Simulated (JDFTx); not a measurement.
SrO:

```xyz
2
Lattice="0.0000 2.5663 2.5663 2.5663 0.0000 2.5663 2.5663 2.5663 0.0000" Properties=species:S:1:pos:R:3 pbc="T T T"
Sr    2.5663    2.5663    2.5663
O     0.0000    0.0000    0.0000
```

Base run:

| Item | Value |
| --- | --- |
| Program | JDFTx 1.7.0 (patched build) |
| Functional | PBE |
| Potentials or basis | PseudoDojo-SR-PBE-0.5-standard |
| Cutoff | 1143 eV |
| Density cutoff | 4572 eV |
| k mesh | 9 × 9 × 9 |
| Occupations | fermi-dirac, width 0.05 eV |
| Spin | no spin polarisation |

Its results: band gap on the k mesh 3.38 eV, indirect (least direct gap 3.46 eV); pressure 3.1 GPa.

Problem. The run is repeated on the same cell with these changes: functional from PBE to LDA; potentials or basis from PseudoDojo-SR-PBE-0.5-standard to PseudoDojo-SR-LDA-0.4.1-standard with smoothed tails; density cutoff from 4572 eV to 9143 eV. What comes out?

Solution. Band gap on the k mesh 3.22 eV, indirect (least direct gap 3.30 eV); pressure -4.0 GPa.

Caveats: an odd mesh through Γ misses points on the zone boundary, where band edges often lie.

Not every run made on this cell is shown here.
